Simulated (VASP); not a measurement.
# InP (Fm-3m) in VASP: notebook

One crystal, InP, is run at these levels: PBEsol; tasks: single point.

All numbers are computed with VASP 6.6.1; they aren't measurements. Logs are shortened: lines on timing, memory, paths and dates and some standing lists are left out, and cuts for length are marked.

## (1) Starting point

The structure is cubic, space group Fm-3m (No. 225). The conventional cell has a = 5.538 Å, b = 5.538 Å, c = 5.538 Å, α = 90.00°, β = 90.00°, γ = 90.00°. In (site symmetry m-3m) is surrounded by 6 P at 2.77 Å. Around P (site symmetry m-3m) lie 6 In at 2.77 Å.

Measurements of this composition are mostly on another form, of space group No. 216.

## (2) Single point, PBEsol

The input, INCAR:

```
SYSTEM = InP
  PREC = Accurate
  ENCUT = 600
  EDIFF = 1E-6
  ISMEAR = 0
  SIGMA = 0.05
  LREAL = .False.
  LASPH = .True.
  NELM = 100
  ALGO = Normal
  ISIF = 2
  LWAVE = .False.
  LCHARG = .False.
  GGA = PS
  ADDGRID = .False.
```

The input, KPOINTS:

```
regular mesh
0
Gamma
  3 3 3
  0 0 0
```

The input, POSCAR:

```
InP
1.0
    0.0000000000      2.7688340000      2.7688340000
    2.7688340000      0.0000000000      2.7688340000
    2.7688340000      2.7688340000      0.0000000000
In P
1 1
Direct
    0.0000000000      0.0000000000      0.0000000000
    0.5000000000      0.5000000000      0.5000000000
```

Potentials or basis: VASP PAW PBE potentials, release 64 (In_d, P).

Command:

```bash
cat potpaw_PBE.64/In_d/POTCAR potpaw_PBE.64/P/POTCAR > POTCAR
mpirun -np 1 vasp_std > vasp.out
```

OUTCAR:

```text
SYSTEM = InP
   PREC = Accurate
   ENCUT = 600
   EDIFF = 1E-6
   ISMEAR = 0
   LREAL = .False.
   LASPH = .True.
   NELM = 100
   ISIF = 2
   GGA = PS

 Found      4 irreducible k-points:

 Following reciprocal coordinates:
            Coordinates               Weight
  0.000000  0.000000  0.000000      1.000000
  0.333333  0.000000  0.000000      8.000000
  0.333333  0.333333  0.000000      6.000000
 -0.333333  0.333333  0.000000     12.000000
   k-points           NKPTS =      4   k-points in BZ     NKDIM =      4   number of bands    NBANDS=     13
   number of dos      NEDOS =    301   number of ions     NIONS =      2
   total plane-waves  NPLWV =  32768
   dimension x,y,z NGX =    32 NGY =   32 NGZ =   32
   dimension x,y,z NGXF=    64 NGYF=   64 NGZF=   64
   ions per type =               1   1
   NGX,Y,Z   is equivalent  to a cutoff of  13.59, 13.59, 13.59 a.u.
   NGXF,Y,Z  is equivalent  to a cutoff of  27.17, 27.17, 27.17 a.u.
 SYSTEM =  InP
   PREC   = accura    normal or accurate (medium, high low for compatibility)
   ISTART =      0    job   : 0-new  1-cont  2-samecut
   ICHARG =      2    charge: 1-file 2-atom 10-const
   ISPIN  =      1    spin polarized calculation?
   LNONCOLLINEAR =      F non collinear calculations
   LSORBIT =      F    spin-orbit coupling
   LASPH  =      T    aspherical Exc in radial PAW
   ENCUT  =  600.0 eV  44.10 Ry    6.64 a.u.   7.82  7.82  7.82*2*pi/ulx,y,z
   NELM   =    100;   NELMIN=  2; NELMDL= -5     # of ELM steps
   EDIFF  = 0.1E-05   stopping-criterion for ELM
   LREAL  =      F    real-space projection
   EDIFFG = 0.1E-04   stopping-criterion for IOM
   NSW    =      0    number of steps for IOM
   IBRION =     -1    ionic relax: 0-MD 1-quasi-New 2-CG
   NFREE  =      0    steps in history (QN), initial steepest desc. (CG)
   ISIF   =      2    stress and relaxation
   ISYM   =      2    0-nonsym 1-usesym 2-fastsym
   POTIM  = 0.5000    time-step for ionic-motion
   TEBEG  =    0.0;   TEEND  =   0.0 temperature during run
   PSTRESS=    0.0 pullay stress
   NELECT =      18.0000    total number of electrons
   NUPDOWN=      -1.0000    fix difference up-down
   EMIN   =  10.00;   EMAX   =-10.00  energy-range for DOS
   EFERMI =   0.00;   METHOD = LEGACY
   ISMEAR =     0;   SIGMA  =   0.05  broadening in eV -4-tet -1-fermi 0-gaus
   EFERMI_NEDOS =   21; number of points for ismear=-14 and -15
   IALGO  =     38    algorithm
   IMIX   =      4    mixing-type and parameters
     AMIX     =   0.40;   BMIX     =  1.00
     AMIX_MAG =   1.60;   BMIX_MAG =  1.00
  volume/ion in A,a.u.               =      21.23       143.25
  Fermi-wavevector in a.u.,A,eV,Ry     =   1.229869  2.324115 20.579860  1.512577
  Thomas-Fermi vector in A             =   2.364739
   LORBIT       =      0    0 simple, 1 ext, 2 COOP (PROOUT), +10 PAW based schemes
   GGA     = PS    functional components
   LHFCALC =     F    Hartree Fock is set to
   AEXX    =    0.0000 exact exchange contribution
   IVDW    =     0    specifies the selected vdW correction
   LEPSILON=     F    determine dielectric tensor
   LRPA    =     F    only Hartree local field effects (RPA)
 non-spin polarized calculation
 Gauss-broadening in eV      SIGMA  =   0.05
  energy-cutoff  :      600.00
  volume of cell :       42.45
 maximum number of plane-waves:      1430
   NGX = 15   NGY = 15   NGZ = 15

 number of electron      17.9999998 magnetization

 Free energy of the ion-electron system (eV)
  ---------------------------------------------------
  ext. energy  EPLUGINS =         0.00000000
  ---------------------------------------------------
  free energy    TOTEN  =        -8.17052854 eV

  energy without entropy =       -8.15463927  energy(sigma->0) =       -8.16258391

 E-fermi :   6.9763     XC(G=0): -10.5262

 val. band max:        6.9650675803   @ k =   0.3333   0.0000   0.0000
 cond. band min:       7.4462433661   @ k =   0.0000   0.0000   0.0000
 fundamental gap:      0.4811757857
 Fermi energy:         6.9763331457

 k-point     1 :       0.0000    0.0000    0.0000
  band No.  band energies     occupation
      1      -7.1678      2.00000
      2      -7.1678      2.00000
      3      -7.1522      2.00000
      4      -7.1522      2.00000
      5      -7.1522      2.00000
      6      -5.0604      2.00000
      7       6.7022      2.00000
      8       6.7022      2.00000
      9       6.7022      2.00000
     10       7.4462      0.00000
     11      14.0099      0.00000
     12      14.0099      0.00000
     13      14.0099      0.00000

 k-point     2 :       0.3333    0.0000    0.0000
  band No.  band energies     occupation
      1      -7.2151      2.00000
      2      -7.2151      2.00000
      3      -7.1599      2.00000
      4      -7.0890      2.00000
      5      -7.0890      2.00000
      6      -3.7615      2.00000
      7       1.6734      2.00000
      8       6.9651      1.25000
      9       6.9651      1.25000
     10       9.5987      0.00000
     11      11.0834      0.00000
     12      11.0834      0.00000
     13      12.2165      0.00000

 k-point     3 :       0.3333    0.3333    0.0000
  band No.  band energies     occupation
      1      -7.3884      2.00000
      2      -7.1946      2.00000
      3      -7.1315      2.00000
      4      -7.0672      2.00000
      5      -7.0672      2.00000
      6      -3.1438      2.00000
      7       3.0811      2.00000
      8       5.0593      2.00000
      9       5.0593      2.00000
     10       6.0410      2.00000
     11      11.1590      0.00000
     12      14.8755      0.00000
     13      15.4182      0.00000

 k-point     4 :      -0.3333    0.3333    0.0000
  band No.  band energies     occupation
      1      -7.3598      2.00000
      2      -7.1802      2.00000
      3      -7.1429      2.00000
      4      -7.0959      2.00000
      5      -7.0623      2.00000
      6      -2.1369      2.00000
      7       1.4236      2.00000
      8       2.9681      2.00000
      9       5.7695      2.00000
     10       7.7498      0.00000
     11      12.7728      0.00000
     12      12.8510      0.00000
     13      14.5946      0.00000

------------------------ aborting loop because EDIFF is reached ----------------------------------------

  FORCE on cell =-STRESS in cart. coord.  units (eV):
  Direction    XX          YY          ZZ          XY          YZ          ZX
  --------------------------------------------------------------------------------------
  -------------------------------------------------------------------------------------
  Total       -0.4070366     -0.4070366     -0.4070366     -0.0000000     -0.0000000      0.0000000
  in kB      -15.3611343    -15.3611343    -15.3611343     -0.0000000     -0.0000000      0.0000000
  external PRESSURE =     -15.3611343 kB  Pullay stress =       0.0000000 kB

 VOLUME and BASIS-vectors are now :
 -----------------------------------------------------------------------------
  energy-cutoff  :      600.00
  volume of cell :       42.45
      direct lattice vectors                 reciprocal lattice vectors
     0.000000000  2.768834000  2.768834000    -0.180581429  0.180581429  0.180581429
     2.768834000  0.000000000  2.768834000     0.180581429 -0.180581429  0.180581429
     2.768834000  2.768834000  0.000000000     0.180581429  0.180581429 -0.180581429

 POSITION                                       TOTAL-FORCE (eV/Angst)
 -----------------------------------------------------------------------------------
      0.00000      0.00000      0.00000         0.000000      0.000000      0.000000
      2.76883      2.76883      2.76883        -0.000000     -0.000000     -0.000000
 -----------------------------------------------------------------------------------
    total drift:                                0.000000     -0.000000     -0.000000

  FREE ENERGIE OF THE ION-ELECTRON SYSTEM (eV)
  ---------------------------------------------------
  free  energy   TOTEN  =        -8.1705285434 eV

  energy  without entropy=       -8.1546392677  energy(sigma->0) =       -8.16258391
```

Wall time 2.4 s (1 thread of Intel Xeon 6975P-C (Granite Rapids), shared host); peak memory 0.17 GiB.

The run converged, but some of its settings lie outside the range that counts as converged, so its numbers aren't taken as properties of the crystal.

Results:

- Free energy: -8.1705 eV
- Pressure: -1.5 GPa
- Band gap on the k mesh: none (metal or under the smearing width)

Caveat: the k mesh is coarse (spacing up to 0.66 Å⁻¹), so the values aren't converged; the PAW data sets were made with another functional, which shifts forces and pressure a little.

## (3) Single point, PBEsol

Changes to INCAR since step 2:

```diff
@@ -2,3 +2,3 @@
   PREC = Accurate
-  ENCUT = 600
+  ENCUT = 350
   EDIFF = 1E-6
```

The input, KPOINTS:

```
regular mesh
0
Gamma
  4 4 4
  0 0 0
```

POSCAR is that of step 2.

Potentials or basis: VASP PAW PBE potentials, release 64 (In_d, P).

Command:

```bash
cat potpaw_PBE.64/In_d/POTCAR potpaw_PBE.64/P/POTCAR > POTCAR
mpirun -np 1 vasp_std > vasp.out
```

OUTCAR:

```text
SYSTEM = InP
   PREC = Accurate
   ENCUT = 350
   EDIFF = 1E-6
   ISMEAR = 0
   LREAL = .False.
   LASPH = .True.
   NELM = 100
   ISIF = 2
   GGA = PS

 Found      8 irreducible k-points:

 Following reciprocal coordinates:
            Coordinates               Weight
  0.000000  0.000000  0.000000      1.000000
  0.250000  0.000000  0.000000      8.000000
  0.500000  0.000000  0.000000      4.000000
  0.250000  0.250000  0.000000      6.000000
  0.500000  0.250000  0.000000     24.000000
 -0.250000  0.250000  0.000000     12.000000
   k-points           NKPTS =      8   k-points in BZ     NKDIM =      8   number of bands    NBANDS=     13
   number of dos      NEDOS =    301   number of ions     NIONS =      2
   total plane-waves  NPLWV =  13824
   dimension x,y,z NGX =    24 NGY =   24 NGZ =   24
   dimension x,y,z NGXF=    48 NGYF=   48 NGZF=   48
   ions per type =               1   1
   NGX,Y,Z   is equivalent  to a cutoff of  10.19, 10.19, 10.19 a.u.
   NGXF,Y,Z  is equivalent  to a cutoff of  20.38, 20.38, 20.38 a.u.
 SYSTEM =  InP
   PREC   = accura    normal or accurate (medium, high low for compatibility)
   ISTART =      0    job   : 0-new  1-cont  2-samecut
   ICHARG =      2    charge: 1-file 2-atom 10-const
   ISPIN  =      1    spin polarized calculation?
   LNONCOLLINEAR =      F non collinear calculations
   LSORBIT =      F    spin-orbit coupling
   LASPH  =      T    aspherical Exc in radial PAW
   ENCUT  =  350.0 eV  25.72 Ry    5.07 a.u.   5.97  5.97  5.97*2*pi/ulx,y,z
   NELM   =    100;   NELMIN=  2; NELMDL= -5     # of ELM steps
   EDIFF  = 0.1E-05   stopping-criterion for ELM
   LREAL  =      F    real-space projection
   EDIFFG = 0.1E-04   stopping-criterion for IOM
   NSW    =      0    number of steps for IOM
   IBRION =     -1    ionic relax: 0-MD 1-quasi-New 2-CG
   NFREE  =      0    steps in history (QN), initial steepest desc. (CG)
   ISIF   =      2    stress and relaxation
   ISYM   =      2    0-nonsym 1-usesym 2-fastsym
   POTIM  = 0.5000    time-step for ionic-motion
   TEBEG  =    0.0;   TEEND  =   0.0 temperature during run
   PSTRESS=    0.0 pullay stress
   NELECT =      18.0000    total number of electrons
   NUPDOWN=      -1.0000    fix difference up-down
   EMIN   =  10.00;   EMAX   =-10.00  energy-range for DOS
   EFERMI =   0.00;   METHOD = LEGACY
   ISMEAR =     0;   SIGMA  =   0.05  broadening in eV -4-tet -1-fermi 0-gaus
   EFERMI_NEDOS =   21; number of points for ismear=-14 and -15
   IALGO  =     38    algorithm
   IMIX   =      4    mixing-type and parameters
     AMIX     =   0.40;   BMIX     =  1.00
[... 20 lines left out ...]
 Free energy of the ion-electron system (eV)
  ---------------------------------------------------
  ext. energy  EPLUGINS =         0.00000000
  ---------------------------------------------------
  free energy    TOTEN  =        -8.49249928 eV

  energy without entropy =       -8.48914763  energy(sigma->0) =       -8.49082346

 E-fermi :   7.2396     XC(G=0): -10.5342

 val. band max:        7.2283585915   @ k =   0.5000   0.0000   0.0000
 cond. band min:       7.4539869732   @ k =   0.5000   0.2500   0.0000
 fundamental gap:      0.2256283817
 Fermi energy:         7.2396240964

 k-point     1 :       0.0000    0.0000    0.0000
  band No.  band energies     occupation
      1      -7.3524      2.00000
      2      -7.3524      2.00000
      3      -7.3383      2.00000
      4      -7.3383      2.00000
      5      -7.3383      2.00000
      6      -5.0086      2.00000
      7       6.7862      2.00000
      8       6.7862      2.00000
      9       6.7862      2.00000
     10       7.4649      0.00000
     11      14.0256      0.00000
     12      14.0256      0.00000
     13      14.0256      0.00000
[... 66 lines left out ...]
  band No.  band energies     occupation
      1      -7.4462      2.00000
      2      -7.3900      2.00000
      3      -7.3199      2.00000
      4      -7.2911      2.00000
      5      -7.2780      2.00000
      6      -3.0261      2.00000
      7       1.7509      2.00000
      8       4.1172      2.00000
      9       6.9386      2.00000
     10       9.1875      0.00000
     11      11.2796      0.00000
     12      11.9907      0.00000
     13      13.3972      0.00000

 [... further k-points ...]

------------------------ aborting loop because EDIFF is reached ----------------------------------------

  FORCE on cell =-STRESS in cart. coord.  units (eV):
  Direction    XX          YY          ZZ          XY          YZ          ZX
  --------------------------------------------------------------------------------------
  -------------------------------------------------------------------------------------
  Total       -0.9257557     -0.9257557     -0.9257557     -0.0000000     -0.0000000      0.0000000
  in kB      -34.9370502    -34.9370502    -34.9370502     -0.0000000     -0.0000000      0.0000000
  external PRESSURE =     -34.9370502 kB  Pullay stress =       0.0000000 kB

 VOLUME and BASIS-vectors are now :
 -----------------------------------------------------------------------------
  energy-cutoff  :      350.00
  volume of cell :       42.45
      direct lattice vectors                 reciprocal lattice vectors
     0.000000000  2.768834000  2.768834000    -0.180581429  0.180581429  0.180581429
     2.768834000  0.000000000  2.768834000     0.180581429 -0.180581429  0.180581429
     2.768834000  2.768834000  0.000000000     0.180581429  0.180581429 -0.180581429

 POSITION                                       TOTAL-FORCE (eV/Angst)
 -----------------------------------------------------------------------------------
      0.00000      0.00000      0.00000        -0.000000      0.000000      0.000000
      2.76883      2.76883      2.76883         0.000000     -0.000000      0.000000
 -----------------------------------------------------------------------------------
    total drift:                                0.000000     -0.000000     -0.000000

  FREE ENERGIE OF THE ION-ELECTRON SYSTEM (eV)
  ---------------------------------------------------
  free  energy   TOTEN  =        -8.4924992772 eV

  energy  without entropy=       -8.4891476329  energy(sigma->0) =       -8.49082346
```

stdout:

```text
POSCAR found type information on POSCAR InP
 POSCAR found :  2 types and       2 ions
 scaLAPACK will be used
 -----------------------------------------------------------------------------
|                                                                             |
|                                                                             |
|     You enforced a specific xc type in the INCAR file but a different       |
|     I HOPE YOU KNOW WHAT YOU ARE DOING!                                     |
|                                                                             |
 -----------------------------------------------------------------------------

 LDA part: xc-table for (Slater+PW92), standard interpolation
 POSCAR, INCAR and KPOINTS ok, starting setup
 FFT: planning ... GRIDC
 FFT: planning ... GRID_SOFT
 FFT: planning ... GRID
 WAVECAR not read
 entering main loop
```

Wall time 1.9 s (1 thread of Intel Xeon 6975P-C (Granite Rapids), shared host); peak memory 0.13 GiB.

These settings aren't checked as converged: the numbers below hold their error.

Results:

```yaml
Free_energy: -8.4925 eV
Pressure: -3.5 GPa
Band_gap_on_the_k_mesh: none (metal or under the smearing width)
```

Caveat: the k mesh is coarse (spacing up to 0.49 Å⁻¹), so the values aren't converged; the PAW data sets were made with another functional, which shifts forces and pressure a little.

## (4) Single point, PBEsol

Changes to INCAR since step 3:

```diff
@@ -2,3 +2,3 @@
   PREC = Accurate
-  ENCUT = 350
+  ENCUT = 250
   EDIFF = 1E-6
```

The input, KPOINTS:

```
regular mesh
0
Gamma
  5 5 5
  0 0 0
```

POSCAR is that of step 3.

Command:

```bash
cat potpaw_PBE.64/In_d/POTCAR potpaw_PBE.64/P/POTCAR > POTCAR
mpirun -np 1 vasp_std > vasp.out
```

Wall time 1.8 s (1 thread of Intel Xeon 6975P-C (Granite Rapids), shared host); peak memory 0.12 GiB.

The run converged, but a check on its numbers failed (symmetry, net force, bounds or a known fault of this set-up), so they aren't taken as properties of the crystal.

Caveat: the k mesh is coarse (spacing up to 0.39 Å⁻¹), so the values aren't converged; the cutoff lies under the usual one of these potentials, so the numbers hold a large basis-set error; the PAW data sets were made with another functional, which shifts forces and pressure a little.

## (5) Single point, PBEsol

Changes to INCAR since step 4:

```diff
@@ -2,3 +2,3 @@
   PREC = Accurate
-  ENCUT = 250
+  ENCUT = 400
   EDIFF = 1E-6
```

The input, KPOINTS:

```
regular mesh
0
Gamma
  4 4 4
  0 0 0
```

POSCAR is that of step 4.

Command:

```bash
cat potpaw_PBE.64/In_d/POTCAR potpaw_PBE.64/P/POTCAR > POTCAR
mpirun -np 1 vasp_std > vasp.out
```

Run time: 2.7 s. Hardware: 1 thread of Intel Xeon 6975P-C (Granite Rapids), shared host; peak memory 0.14 GiB.

These settings aren't checked as converged: the numbers below hold their error.

What came out:

```yaml
Free_energy: -8.4942 eV
Pressure: -3.2 GPa
Band_gap_on_the_k_mesh: none (metal or under the smearing width)
```

Caveat: the k mesh is coarse (spacing up to 0.49 Å⁻¹), so the values aren't converged; the PAW data sets were made with another functional, which shifts forces and pressure a little.

## (6) The reference run

An earlier run on the cell as given: functional PBE; potentials or basis VASP PAW PBE potentials, release 64 (In_d, P); cutoff 520 eV; k mesh 8 × 8 × 8; occupations fermi-dirac, width 0.05 eV; no spin polarisation.

* Pressure: -0.1 GPa
* Band gap on the k mesh: none (metal or under the smearing width)
